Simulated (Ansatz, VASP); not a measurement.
Two plane-wave programs on Sc

```
Sc
1.0
     0.00000    2.31672    2.31672
     2.31672    0.00000    2.31672
     2.31672    2.31672    0.00000
Sc
1
Cartesian
  0.0000 0.0000 0.0000
```

Alike in both runs: task single point; functional revPBE; k mesh 8 × 8 × 8; occupations gaussian, width 0.1 eV; no spin polarisation.

|  | VASP | Ansatz |
| --- | --- | --- |
| version | VASP 6.6.1 | Ansatz 0.2.0 |
| potentials or method | VASP PAW PBE potentials, release 64 (Sc_sv) | scalar-relativistic, plane waves, PAW |
| plane-wave cutoff (eV) | 520 | 600 |
| valence electrons in the cell | 11 | 11 |

```tsv
	VASP	Ansatz	Ansatz less VASP
gap on the k mesh at the Fermi level (eV)	none	none	-
pressure (GPa)	1.2	1.1	-0.04
```

A gap of «none» marks a metal or a gap that the smearing closes. With one functional, cell and mesh, what is left measures potentials, basis and numerics.

Caveats: the PAW data sets were made with another functional, which shifts forces and pressure a little (VASP).
